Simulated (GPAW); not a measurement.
The system is Al2Cu.

```
Cu Al
1.0
     4.10518    0.00000    0.00000
     0.00000    4.10518    0.00000
     0.00000    0.00000    2.89131
Cu Al
1 2
Cartesian
  0.0000 0.0000 0.0000
  0.0000 2.0526 1.4457
  2.0526 0.0000 1.4457
```

The cell comes from a database or a generator and needn't be the stable form of this composition.

| Item | Value |
| --- | --- |
| Program | GPAW 26.7.0 |
| Task | relaxation of cell and atoms |
| Functional | PBEsol |
| Dispersion | D4 |
| Potentials or basis | PAW data sets generated in the run's folder for this functional |
| Cutoff | 600 eV |
| Basis | pw |
| k mesh | 6 × 6 × 8 |
| Occupations | fermi-dirac, width 0.05 eV |
| Spin | no spin polarisation |

At the start: pressure -3.6 GPa; volume 16.24 Å³/atom.

Where does the relaxation end?

Over 8 steps the energy falls by 12.2 meV/atom and the volume is 15.60 Å³/atom (-3.9 %); space group P4/mmm (No. 123, to 0.05 Å).

The path:
```tsv
step	energy change (eV)	largest force (eV/Å)	pressure (GPa)	volume (Å³)
1	0.0000	0.0000	-3.62	48.73
2	-0.0058	0.0000	-3.18	48.47
3	-0.0267	0.0000	0.63	46.54
4	-0.0275	0.0000	0.39	46.65
5	-0.0315	0.0000	-0.42	47.02
6	-0.0351	0.0000	-0.92	47.25
7	-0.0362	0.0000	-0.47	47.04
8	-0.0365	0.0000	0.02	46.81
```

Final structure:
```cif
data_structure
_symmetry_space_group_name_H-M 'P 1'
_symmetry_Int_Tables_number 1
_cell_length_a 4.1011
_cell_length_b 4.1011
_cell_length_c 2.7832
_cell_angle_alpha 90.000
_cell_angle_beta 90.000
_cell_angle_gamma 90.000
_cell_volume 46.81
loop_
_atom_site_label
_atom_site_type_symbol
_atom_site_fract_x
_atom_site_fract_y
_atom_site_fract_z
_atom_site_occupancy
Cu1 Cu 0.00000 0.00000 0.00000 1
Al1 Al 0.00000 0.50000 0.50000 1
Al2 Al 0.50000 0.00000 0.50000 1
```

Caveat: with this Cu data set, volumes or pressures lay over 1.5 % or 2 GPa off other programs in two to four cells of ten; later steps reuse the first step's grids; pairwise dispersion overbinds metals, which lowers pressure and volume.
